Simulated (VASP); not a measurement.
# Sb (Im-3m) in VASP: a series of runs

One crystal, Sb, is run at these levels: PBE; tasks: single point.

All numbers are computed with VASP 6.6.1; they aren't measurements. Logs are shortened: lines on timing, memory, paths and dates and some standing lists are left out, and cuts for length are marked.

### 1 The crystal as given

It takes space group Im-3m (No. 229, cubic). Conventional cell: a = 3.743 Å, b = 3.743 Å, c = 3.743 Å, α = 90.00°, β = 90.00°, γ = 90.00°. Sb (site symmetry m-3m) has 8 Sb at 3.24 Å as nearest neighbours.

This isn't the form of Sb at room conditions, which is rhombohedral.

### 2 Single point, PBE

Input file INCAR:

```
SYSTEM = Sb
PREC = Accurate
ENCUT = 350
EDIFF = 1E-6
ISMEAR = 0
SIGMA = 0.05
LREAL = .False.
LASPH = .True.
NELM = 100
ALGO = Normal
ISIF = 2
LWAVE = .False.
LCHARG = .False.
GGA = PE
ADDGRID = .False.
```

Input file KPOINTS:

```
Automatic mesh
0
Gamma
  4 4 4
  0 0 0
```

Input file POSCAR:

```
Sb
1.0
   -1.8488020000      1.8498240000      1.9110830000
    1.8778730000     -1.8297390000      1.9200690000
    1.8451380000      1.8260750000     -1.8909980000
Sb
1
Direct
   -0.0010080000      0.0132760000      0.0062290000
```

Potentials or basis: VASP PAW PBE potentials, release 64 (Sb).

On the command line:

```
$ cat potpaw_PBE.64/Sb/POTCAR > POTCAR
$ mpirun -np 1 vasp_std > vasp.out
```

OUTCAR:

```text
SYSTEM = Sb
   PREC = Accurate
   ENCUT = 350
   EDIFF = 1E-6
   ISMEAR = 0
   LREAL = .False.
   LASPH = .True.
   NELM = 100
   ISIF = 2
   GGA = PE

 Found     36 irreducible k-points:

 Following reciprocal coordinates:
            Coordinates               Weight
  0.000000  0.000000  0.000000      1.000000
  0.250000 -0.000000  0.000000      2.000000
  0.500000 -0.000000  0.000000      1.000000
  0.000000  0.250000  0.000000      2.000000
  0.250000  0.250000  0.000000      2.000000
  0.500000  0.250000  0.000000      2.000000
   k-points           NKPTS =     36   k-points in BZ     NKDIM =     36   number of bands    NBANDS=      6
   number of dos      NEDOS =    301   number of ions     NIONS =      1
   total plane-waves  NPLWV =   8000
   dimension x,y,z NGX =    20 NGY =   20 NGZ =   20
   dimension x,y,z NGXF=    40 NGYF=   40 NGZF=   40
   ions per type =               1
   NGX,Y,Z   is equivalent  to a cutoff of  10.26, 10.23, 10.35 a.u.
   NGXF,Y,Z  is equivalent  to a cutoff of  20.53, 20.46, 20.71 a.u.
 SYSTEM =  Sb
   PREC   = accura    normal or accurate (medium, high low for compatibility)
   ISTART =      0    job   : 0-new  1-cont  2-samecut
   ICHARG =      2    charge: 1-file 2-atom 10-const
   ISPIN  =      1    spin polarized calculation?
   LNONCOLLINEAR =      F non collinear calculations
   LSORBIT =      F    spin-orbit coupling
   LASPH  =      T    aspherical Exc in radial PAW
   ENCUT  =  350.0 eV  25.72 Ry    5.07 a.u.   4.94  4.96  4.90*2*pi/ulx,y,z
   NELM   =    100;   NELMIN=  2; NELMDL= -5     # of ELM steps
   EDIFF  = 0.1E-05   stopping-criterion for ELM
   LREAL  =      F    real-space projection
   EDIFFG = 0.1E-04   stopping-criterion for IOM
   NSW    =      0    number of steps for IOM
   IBRION =     -1    ionic relax: 0-MD 1-quasi-New 2-CG
   NFREE  =      0    steps in history (QN), initial steepest desc. (CG)
   ISIF   =      2    stress and relaxation
   ISYM   =      2    0-nonsym 1-usesym 2-fastsym
   POTIM  = 0.5000    time-step for ionic-motion
   TEBEG  =    0.0;   TEEND  =   0.0 temperature during run
   PSTRESS=    0.0 pullay stress
   NELECT =       5.0000    total number of electrons
   NUPDOWN=      -1.0000    fix difference up-down
   EMIN   =  10.00;   EMAX   =-10.00  energy-range for DOS
   EFERMI =   0.00;   METHOD = LEGACY
   ISMEAR =     0;   SIGMA  =   0.05  broadening in eV -4-tet -1-fermi 0-gaus
   EFERMI_NEDOS =   21; number of points for ismear=-14 and -15
   IALGO  =     38    algorithm
   IMIX   =      4    mixing-type and parameters
     AMIX     =   0.40;   BMIX     =  1.00
     AMIX_MAG =   1.60;   BMIX_MAG =  1.00
  volume/ion in A,a.u.               =      26.21       176.89
  Fermi-wavevector in a.u.,A,eV,Ry     =   0.942378  1.780837 12.083020  0.888077
  Thomas-Fermi vector in A             =   2.069982
   LORBIT       =      0    0 simple, 1 ext, 2 COOP (PROOUT), +10 PAW based schemes
   GGA     = PE    functional components
   LHFCALC =     F    Hartree Fock is set to
   AEXX    =    0.0000 exact exchange contribution
   IVDW    =     0    specifies the selected vdW correction
   LEPSILON=     F    determine dielectric tensor
   LRPA    =     F    only Hartree local field effects (RPA)
 non-spin polarized calculation
 Gauss-broadening in eV      SIGMA  =   0.05
  energy-cutoff  :      350.00
  volume of cell :       26.21
 maximum number of plane-waves:       400
   NGX =  9   NGY =  9   NGZ =  9

 number of electron       5.0000000 magnetization

 Free energy of the ion-electron system (eV)
  ---------------------------------------------------
  ext. energy  EPLUGINS =         0.00000000
  ---------------------------------------------------
  free energy    TOTEN  =        -3.81370180 eV

  energy without entropy =       -3.81194345  energy(sigma->0) =       -3.81282263

 E-fermi :   8.5876     XC(G=0): -10.3537

 val. band max:        8.5233892259   @ k =   0.0000  -0.2500   0.2500
 cond. band min:       8.6057311291   @ k =  -0.2500   0.2500   0.0000
 fundamental gap:      0.0823419032
 Fermi energy:         8.5876405143

 k-point     1 :       0.0000    0.0000    0.0000
  band No.  band energies     occupation
      1      -4.2648      2.00000
      2      14.2610      0.00000
      3      14.5147      0.00000
      4      14.6554      0.00000
      5      19.1065      0.00000
      6      19.3368      0.00000

 k-point     2 :       0.2500   -0.0000    0.0000
  band No.  band energies     occupation
      1      -2.9600      2.00000
      2       8.3272      2.00000
      3      12.0787      0.00000
      4      13.6064      0.00000
      5      16.5147      0.00000
      6      16.9323      0.00000

 k-point     3 :       0.5000   -0.0000    0.0000
  band No.  band energies     occupation
      1      -0.1788      2.00000
      2       3.0162      2.00000
      3      10.6696      0.00000
      4      12.7548      0.00000
      5      15.4092      0.00000
      6      15.9123      0.00000

 k-point     4 :       0.0000    0.2500    0.0000
  band No.  band energies     occupation
      1      -2.9869      2.00000
      2       8.1812      2.00000
      3      12.2480      0.00000
      4      13.7543      0.00000
      5      16.6892      0.00000
      6      17.0911      0.00000

 k-point     5 :       0.2500    0.2500    0.0000
  band No.  band energies     occupation
      1      -0.6702      2.00000
      2       5.3314      2.00000
      3       7.1137      2.00000
      4      11.9173      0.00000
      5      17.7395      0.00000
      6      18.9493      0.00000

 k-point     6 :       0.5000    0.2500    0.0000
  band No.  band energies     occupation
      1      -0.4619      2.00000
      2       5.0980      2.00000
      3       7.1936      2.00000
      4      11.6700      0.00000
      5      17.2460      0.00000
      6      18.6724      0.00000

 [... further k-points ...]

------------------------ aborting loop because EDIFF is reached ----------------------------------------

  FORCE on cell =-STRESS in cart. coord.  units (eV):
  Direction    XX          YY          ZZ          XY          YZ          ZX
  --------------------------------------------------------------------------------------
  -------------------------------------------------------------------------------------
  Total       -0.0401630      0.2944025     -0.2811952     -0.1051520     -0.1490852     -0.2656732
  in kB       -2.4548123     17.9942351    -17.1869915     -6.4270202     -9.1122661    -16.2382669
  external PRESSURE =      -0.5491896 kB  Pullay stress =       0.0000000 kB

 VOLUME and BASIS-vectors are now :
 -----------------------------------------------------------------------------
  energy-cutoff  :      350.00
  volume of cell :       26.21
      direct lattice vectors                 reciprocal lattice vectors
    -1.848802000  1.849824000  1.911083000    -0.001760844  0.270622024  0.259612708
     1.877873000 -1.829739000  1.920069000     0.266576263 -0.001149462  0.259001326
     1.845138000  1.826075000 -1.890998000     0.268894891  0.272329269 -0.003468089

 POSITION                                       TOTAL-FORCE (eV/Angst)
 -----------------------------------------------------------------------------------
     -1.81051      1.83504      1.92287        -0.000000      0.000000      0.000000
 -----------------------------------------------------------------------------------
    total drift:                                0.000001     -0.000000     -0.000000

  FREE ENERGIE OF THE ION-ELECTRON SYSTEM (eV)
  ---------------------------------------------------
  free  energy   TOTEN  =        -3.8137018018 eV

  energy  without entropy=       -3.8119434519  energy(sigma->0) =       -3.81282263
```

OSZICAR:

```text
N       E                     dE             d eps       ncg     rms          rms(c)
DAV:   1     0.490366232232E+01    0.49037E+01   -0.12950E+03   432   0.381E+02
DAV:   2    -0.366753774058E+01   -0.85712E+01   -0.78611E+01   600   0.602E+01
DAV:   3    -0.381810172932E+01   -0.15056E+00   -0.15046E+00   528   0.853E+00
DAV:   4    -0.381860287057E+01   -0.50114E-03   -0.50113E-03   528   0.600E-01
DAV:   5    -0.381860573391E+01   -0.28633E-05   -0.28636E-05   528   0.377E-02    0.186E+00
DAV:   6    -0.381536890874E+01    0.32368E-02   -0.27658E-03   492   0.359E-01    0.106E+00
DAV:   7    -0.381367662203E+01    0.16923E-02   -0.58888E-03   438   0.514E-01    0.777E-02
DAV:   8    -0.381370109288E+01   -0.24471E-04   -0.82279E-05   492   0.877E-02    0.630E-03
DAV:   9    -0.381370180182E+01   -0.70894E-06   -0.11868E-06   492   0.102E-02
   1 F= -.38137018E+01 E0= -.38128226E+01  d E =-.175835E-02
```

stdout:

```text
POSCAR found type information on POSCAR Sb
 POSCAR found :  1 types and       1 ions
 scaLAPACK will be used
 LDA part: xc-table for (Slater+PW92), standard interpolation
 POSCAR, INCAR and KPOINTS ok, starting setup
 FFT: planning ... GRIDC
 FFT: planning ... GRID_SOFT
 FFT: planning ... GRID
 WAVECAR not read
 entering main loop
```

Run time: 5.7 s. Hardware: 1 thread of AMD EPYC 7R43 (Zen 3), shared host; peak memory 0.08 GiB.

The run converged, but some of its settings lie outside the range that counts as converged, so its numbers aren't taken as properties of the crystal.

What came out:

```
Free energy            : -3.8137 eV
Pressure               : -0.1 GPa
Band gap on the k mesh : none (metal or under the smearing width)
```

Caveat: the k mesh is coarse (spacing up to 0.60 Å⁻¹), so the values aren't converged.

### 3 Single point, PBE

INCAR: that of step 2 with these lines changed.

```diff
@@ -2,3 +2,3 @@
 PREC = Accurate
-ENCUT = 350
+ENCUT = 250
 EDIFF = 1E-6
```

Input file KPOINTS:

```
Automatic mesh
0
Gamma
  5 5 5
  0 0 0
```

Input file POSCAR:

```
Sb
1.0
   -1.8713408863      1.8713408863      1.8713408863
    1.8713408863     -1.8713408863      1.8713408863
    1.8713408863      1.8713408863     -1.8713408863
Sb
1
Direct
    0.0000000000      0.0000000000      0.0000000000
```

Potentials or basis: VASP PAW PBE potentials, release 64 (Sb).

On the command line:

```
$ cat potpaw_PBE.64/Sb/POTCAR > POTCAR
$ mpirun -np 1 vasp_std > vasp.out
```

Run time: 3 s. Hardware: 1 thread of AMD EPYC 7R43 (Zen 3), shared host; peak memory 0.08 GiB.

These settings aren't checked as converged: the numbers below hold their error.

What came out:

| Quantity | Value |
| --- | --- |
| Free energy | -3.8616 eV |
| Pressure | 1.1 GPa |
| Band gap on the k mesh | none (metal or under the smearing width) |

Caveat: the k mesh is coarse (spacing up to 0.47 Å⁻¹), so the values aren't converged.

### 4 Single point, PBE

INCAR is that of step 3.

KPOINTS is that of step 3.

Input file POSCAR:

```
Sb
1.0
   -1.8488020000      1.8498240000      1.9110830000
    1.8778730000     -1.8297390000      1.9200690000
    1.8451380000      1.8260750000     -1.8909980000
Sb
1
Direct
   -0.0010080000      0.0132760000      0.0062290000
```

On the command line:

```
$ cat potpaw_PBE.64/Sb/POTCAR > POTCAR
$ mpirun -np 1 vasp_std > vasp.out
```

Wall time 7.2 s (1 thread of AMD EPYC 7R43 (Zen 3), shared host); peak memory 0.08 GiB.

These settings aren't checked as converged: the numbers below hold their error.

Results:

```yaml
Free_energy: -3.8922 eV
Pressure: 1.0 GPa
Band_gap_on_the_k_mesh: none (metal or under the smearing width)
```

Caveat: the k mesh is coarse (spacing up to 0.48 Å⁻¹), so the values aren't converged.

### 5 Single point, PBE

INCAR: that of step 4 with these lines changed.

```diff
@@ -2,3 +2,3 @@
 PREC = Accurate
-ENCUT = 250
+ENCUT = 700
 EDIFF = 1E-6
```

Input file KPOINTS:

```
Automatic mesh
0
Gamma
  3 3 3
  0 0 0
```

Input file POSCAR:

```
Sb
1.0
   -1.8713408863      1.8713408863      1.8713408863
    1.8713408863     -1.8713408863      1.8713408863
    1.8713408863      1.8713408863     -1.8713408863
Sb
1
Direct
    0.0000000000      0.0000000000      0.0000000000
```

Potentials or basis: VASP PAW PBE potentials, release 64 (Sb).

On the command line:

```
$ cat potpaw_PBE.64/Sb/POTCAR > POTCAR
$ mpirun -np 1 vasp_std > vasp.out
```

OUTCAR:

```text
SYSTEM = Sb
   PREC = Accurate
   ENCUT = 700
   EDIFF = 1E-6
   ISMEAR = 0
   LREAL = .False.
   LASPH = .True.
   NELM = 100
   ISIF = 2
   GGA = PE

 Found      4 irreducible k-points:

 Following reciprocal coordinates:
            Coordinates               Weight
  0.000000  0.000000  0.000000      1.000000
  0.333333  0.000000  0.000000     12.000000
  0.333333  0.333333  0.000000      8.000000
 -0.333333  0.333333  0.333333      6.000000
   k-points           NKPTS =      4   k-points in BZ     NKDIM =      4   number of bands    NBANDS=      6
   number of dos      NEDOS =    301   number of ions     NIONS =      1
   total plane-waves  NPLWV =  21952
   dimension x,y,z NGX =    28 NGY =   28 NGZ =   28
   dimension x,y,z NGXF=    56 NGYF=   56 NGZF=   56
   ions per type =               1
   NGX,Y,Z   is equivalent  to a cutoff of  14.36, 14.36, 14.36 a.u.
   NGXF,Y,Z  is equivalent  to a cutoff of  28.72, 28.72, 28.72 a.u.
 SYSTEM =  Sb
   PREC   = accura    normal or accurate (medium, high low for compatibility)
   ISTART =      0    job   : 0-new  1-cont  2-samecut
   ICHARG =      2    charge: 1-file 2-atom 10-const
   ISPIN  =      1    spin polarized calculation?
   LNONCOLLINEAR =      F non collinear calculations
   LSORBIT =      F    spin-orbit coupling
   LASPH  =      T    aspherical Exc in radial PAW
[... 54 lines left out ...]
 cond. band min:      11.2342455413   @ k =   0.3333   0.3333   0.0000
 fundamental gap:      3.1938193127
 Fermi energy:         8.0441255605

 k-point     1 :       0.0000    0.0000    0.0000
  band No.  band energies     occupation
      1      -4.2369      2.00000
      2      14.5299      0.00000
      3      14.5299      0.00000
      4      14.5299      0.00000
      5      19.4872      0.00000
      6      19.4872      0.00000
[... 19 lines left out ...]
 k-point     4 :      -0.3333    0.3333    0.3333
  band No.  band energies     occupation
      1       0.3184      2.00000
      2       7.4819      2.00000
      3       8.0404      1.08333
      4       8.0404      1.08333
      5      12.7362      0.00000
      6      17.1845      0.00000

------------------------ aborting loop because EDIFF is reached ----------------------------------------

  FORCE on cell =-STRESS in cart. coord.  units (eV):
  Direction    XX          YY          ZZ          XY          YZ          ZX
  --------------------------------------------------------------------------------------
  -------------------------------------------------------------------------------------
  Total        0.8570392      0.8570392      0.8570392     -0.0000000     -0.0000000      0.0000000
  in kB       52.3832658     52.3832658     52.3832658     -0.0000000     -0.0000000      0.0000000
  external PRESSURE =      52.3832658 kB  Pullay stress =       0.0000000 kB

 VOLUME and BASIS-vectors are now :
 -----------------------------------------------------------------------------
  energy-cutoff  :      700.00
  volume of cell :       26.21
      direct lattice vectors                 reciprocal lattice vectors
    -1.871340886  1.871340886  1.871340886     0.000000000  0.267188092  0.267188092
     1.871340886 -1.871340886  1.871340886     0.267188092  0.000000000  0.267188092
     1.871340886  1.871340886 -1.871340886     0.267188092  0.267188092  0.000000000

 POSITION                                       TOTAL-FORCE (eV/Angst)
 -----------------------------------------------------------------------------------
      0.00000      0.00000      0.00000        -0.000000      0.000000      0.000000
 -----------------------------------------------------------------------------------
    total drift:                                0.000000      0.000000      0.000000

  FREE ENERGIE OF THE ION-ELECTRON SYSTEM (eV)
  ---------------------------------------------------
  free  energy   TOTEN  =        -4.2230594536 eV

  energy  without entropy=       -4.2105903514  energy(sigma->0) =       -4.21682490
```

Wall time 4.7 s (1 thread of AMD EPYC 7R43 (Zen 3), shared host); peak memory 0.12 GiB.

These settings aren't checked as converged: the numbers below hold their error.

Results:

```yaml
Free_energy: -4.2231 eV
Pressure: 5.2 GPa
Band_gap_on_the_k_mesh: none (metal or under the smearing width)
```

Caveat: the k mesh is coarse (spacing up to 0.79 Å⁻¹), so the values aren't converged.

### 6 The reference run

An earlier run on the cell as given: functional PBE; potentials or basis VASP PAW PBE potentials, release 64 (Sb); cutoff 520 eV; k mesh 10 × 10 × 10; occupations fermi-dirac, width 0.05 eV; no spin polarisation.

* Pressure: 3.0 GPa
* Band gap on the k mesh: none (metal or under the smearing width)
